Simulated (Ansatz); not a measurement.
# CuO under changes of volume

One of the cells (9.482 Å³/atom); the others are scaled copies at fixed shape and fractional positions:

```xyz
4
Lattice="0.0000 -2.1166 -2.1166 -2.1166 0.0000 -2.1166 2.1166 2.1166 -4.2331" Properties=species:S:1:pos:R:3 pbc="T T T"
Cu    0.0233   -0.0336   -4.1419
Cu    0.0233    2.0829   -6.2584
O    -0.0233    0.0336   -6.4409
O    -0.0233    0.0336   -2.2078
```

The cell comes from a database or a generator and needn't be the stable form of this composition.

| Property | Result |
| --- | --- |
| Program | Ansatz 0.2.0 |
| Functional | PBE |
| Potentials or basis | all-electron LAPW, scalar-relativistic |
| Cutoff | 447 eV (chosen from the basis error) |
| Basis error allowed | 0.001 eV/atom |
| k mesh | 10 × 10 × 6 |
| Occupations | fermi-dirac, width 0.05 eV |
| Spin | no spin polarisation |

```csv
volume (Å³/atom),energy over the lowest point (meV/atom),pressure (GPa),largest force (eV/Å)
8.913,47.57,19.6,1.564
9.103,?,?,?
9.292,13.45,9.8,1.312
9.482,4.49,5.6,1.198
9.671,0.16,1.9,1.092
9.861,0.00,-1.4,0.993
10.051,3.56,-4.4,0.900
```

**Question.** What does the run at 9.103 Å³/atom give?

**Answer.** Energy over the lowest point 27.61 meV/atom; pressure 14.4 GPa; largest force 1.434 eV/Å.

Worked out: A Birch-Murnaghan fit of order 3 (a polynomial in V^(-2/3)) to the other rows has its minimum at 9.77 Å³/atom with B0 = V·E''(V) = 170 GPa and B' = 4.7 at fixed shape and positions, which overstates the stiffness. It gives 27.56 meV/atom at 9.103 Å³/atom, against the run's 27.61, and -dE/dV = 14.3 GPa, against 14.4.

Energies are extrapolated to zero smearing.

Caveats: the run has no spin polarisation, though such a crystal can be magnetic; forces of over 1 eV/Å show positions far from the minimum, so gaps and moduli don't describe the material at rest (some runs).
